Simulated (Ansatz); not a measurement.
The system is Mo.

```
Mo
1.0
    -1.58381    1.58381    1.58381
     1.58381   -1.58381    1.58381
     1.58381    1.58381   -1.58381
Mo
1
Direct
  0.00000 0.00000 0.00000
```

| Item | Value |
| --- | --- |
| Program | Ansatz 0.2.0 |
| Task | relaxation of cell and atoms |
| Functional | RPBE |
| Dispersion | D3(BJ) |
| Potentials or basis | Ansatz PAW |
| Cutoff | 420 eV (not typed: the program's choice for these potentials) |
| k mesh | 12 × 12 × 12 |
| Occupations | fermi-dirac, width 0.05 eV |
| Spin | no spin polarisation |

At the start: volume 15.89 Å³/atom.

Problem. Where does the relaxation end?

Solution. It ends after 5 steps and the volume is 13.60 Å³/atom (-14.4 %); space group Im-3m (No. 229, to 0.05 Å).

Step by step:
| step | energy change (eV) | largest force (eV/Å) | volume (Å³) |
| --- | --- | --- | --- |
| 1 | 0.0000 | 0.0000 | 15.89 |
| 2 | -0.3589 | 0.0000 | 13.68 |
| 3 | -0.3594 | 0.0000 | 13.58 |
| 4 | -0.3595 | 0.0000 | 13.60 |
| 5 | -0.3583 | 0.0000 | 13.60 |

Final structure:
```yaml
crystal:
  lattice:
    - [-1.50363, 1.50363, 1.50363]
    - [1.50363, -1.50363, 1.50363]
    - [1.50363, 1.50363, -1.50363]
  atoms:
    - { symbol: Mo, position: [0.00000, 0.00000, 0.00000] }
```

Caveat: the plane-wave basis is chosen anew once the cell has moved, so the energies of steps on either side of that aren't comparable; the PAW data sets come from PBE, with cores solved anew for the run's functional, which leaves a small shift of forces and pressure.
